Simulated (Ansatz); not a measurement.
# HfO2: the cost of one run

Method: DFT PBE, scalar-relativistic, plane waves, PAW, in Ansatz 0.2.0.

4 further runs of the same task are left out: 4 set aside as unsound or not needed. Runs told in other sessions of the task aren't counted.

### 1 Starting point

It takes space group P4_2/mnm (No. 136, tetragonal). Conventional cell: a = 4.881 Å, b = 4.881 Å, c = 3.238 Å, α = 90.00°, β = 90.00°, γ = 90.00°. Around Hf (site symmetry mmm) lie 6 O at 2.10 to 2.11 Å. O (site symmetry m2m) is surrounded by 3 Hf at 2.10 to 2.11 Å.

Structure file:

```
CELL_PARAMETERS angstrom
4.88129 0.00000 0.00000
0.00000 4.88129 0.00000
0.00000 0.00000 3.23803
ATOMIC_POSITIONS crystal
Hf 0.00000 0.00000 0.00000
Hf 0.50000 0.50000 0.50000
O 0.19484 0.80516 0.50000
O 0.30516 0.30516 0.00000
O 0.69484 0.69484 0.00000
O 0.80516 0.19484 0.50000
```

It goes back to an entry of the Materials Project, which need not be the stable form.

This cell was relaxed beforehand with the same method: volume 12.86 Å³/atom, gap on the mesh 3.90 eV.

### 2 Setting up the map

Atoms count from 1 in the order of the input.

One atom moved over a plane, all else fixed.

First coordinate, shift of Hf1 along [1 1 0]: 9 values from −0.690 Å. Second coordinate, shift of Hf1 along [0 0 1]: 9 values from −0.690 Å.

Nothing else is relaxed (all other atoms fixed). Energies count from the relaxed crystal. Points are written as (first, second).

### 3 The run at (0.000 Å, −0.345 Å)

input.yaml

```yaml
crystal:
  lattice:
    - [4.8812946518, 0.0, 0.0]
    - [0.0, 4.8812946518, 0.0]
    - [0.0, 0.0, 3.238027612]
  atoms:
    - { symbol: Hf, position: [0.0, 0.0, -0.1065463428] }
    - { symbol: Hf, position: [0.5, 0.5, 0.5] }
    - { symbol: O, position: [0.1948368017, 0.8051631983, 0.5] }
    - { symbol: O, position: [0.3051631983, 0.3051631983, 0.0] }
    - { symbol: O, position: [0.6948368017, 0.6948368017, 0.0] }
    - { symbol: O, position: [0.8051631983, 0.1948368017, 0.5] }
basis:
  ecutwfc: 420
kpoints:
  mp_grid: { grid: [6, 6, 8] }
hamiltonian:
  xc: pbe
  pseudopotentials: { kind: paw, azcp: { folder: soft_1 } }
scf:
  occupations: { method: gaussian, width: 0.05 }
output:
  forces: true
  stress: true
  eigenvalues: true
```

Started as:

```
> ansatz run input.yaml --threads 2 --pin off --max-ram 4096MiB --backend cpu --events-out ev --progress --plain --runs-dir out
```

What time and memory should one allow on 2 threads of Arm Neoverse N1, shared host?

About 29 s, with a peak of 0.42 GiB.
